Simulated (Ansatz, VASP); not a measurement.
## One calculation of Bi2Se3 (Paraguanajuatite), two programs

Contents of INCAR:

```
SYSTEM = Bi2Se3
ALGO = Normal ; EDIFF = 1E-6
ENCUT = 520 ; GGA = PE
ISIF = 2 ; ISMEAR = -1
LASPH = .True. ; LCHARG = .False.
LREAL = .False. ; LWAVE = .False.
NBANDS = 32 ; NELM = 60
PREC = Accurate ; SIGMA = 0.05
```

KPOINTS

```
k-points
0
Gamma
  8 8 8
  0 0 0
```

Contents of POSCAR:

```
Bi2Se3
1.0
    2.0715000000      1.1959810826      9.5453333333
   -2.0715000000      1.1959810826      9.5453333333
    0.0000000000     -2.3919621653      9.5453333333
Bi Se
2 3
Direct
    0.5992000000      0.5992000000      0.5992000000
    0.4008000000      0.4008000000      0.4008000000
    0.7883000000      0.7883000000      0.7883000000
    0.2117000000      0.2117000000      0.2117000000
    0.0000000000      0.0000000000      0.0000000000
```

input.yaml

```yaml
crystal:
  lattice:
    - [2.0715, 1.1959810826, 9.5453333333]
    - [-2.0715, 1.1959810826, 9.5453333333]
    - [0.0, -2.3919621653, 9.5453333333]
  atoms:
    - { symbol: Bi, position: [0.5992, 0.5992, 0.5992] }
    - { symbol: Bi, position: [0.4008, 0.4008, 0.4008] }
    - { symbol: Se, position: [0.7883, 0.7883, 0.7883] }
    - { symbol: Se, position: [0.2117, 0.2117, 0.2117] }
    - { symbol: Se, position: [0.0, 0.0, 0.0] }
hamiltonian:
  xc: pbe
  pseudopotentials: { kind: paw }
kpoints:
  mp_grid: { grid: [8, 8, 8] }
scf:
  occupations: { method: fermi_dirac, width: 0.05 }
output:
  forces: true
  stress: true
  eigenvalues: true
```

Alike in both runs: task single point; functional PBE; k mesh 8 × 8 × 8; occupations fermi-dirac, width 0.05 eV; no spin polarisation.

|  | VASP | Ansatz |
| --- | --- | --- |
| version | VASP 6.6.1 | Ansatz 0.2.0 |
| potentials or method | VASP PAW PBE potentials, release 64 (Bi_d, Se) | Ansatz PAW |
| plane-wave cutoff (eV) | 520 | 420 |
| valence electrons in the cell | 48 | 78 |

Ansatz gave:

* gap on the k mesh at the Fermi level (eV): 0.22
* least direct gap on the mesh (eV): 0.22
* pressure (GPa): 2.5
* rms of the force components (eV/Å): 0.082

Problem. Which values does VASP return?

Solution. gap on the k mesh at the Fermi level (eV): 0.21; least direct gap on the mesh (eV): 0.21; pressure (GPa): 2.6; rms of the force components (eV/Å): 0.088.

Atom by atom the forces differ by 0.006 eV/Å (rms over components). The two sets of potentials don't hold the same shells in valence.

Caveats: spin-orbit coupling is left out, which as a rule narrows the gap of such compounds by several tenths of an eV. A k mesh can miss the band edges. PBE gaps usually lie below the measured ones, often by a third to a half.
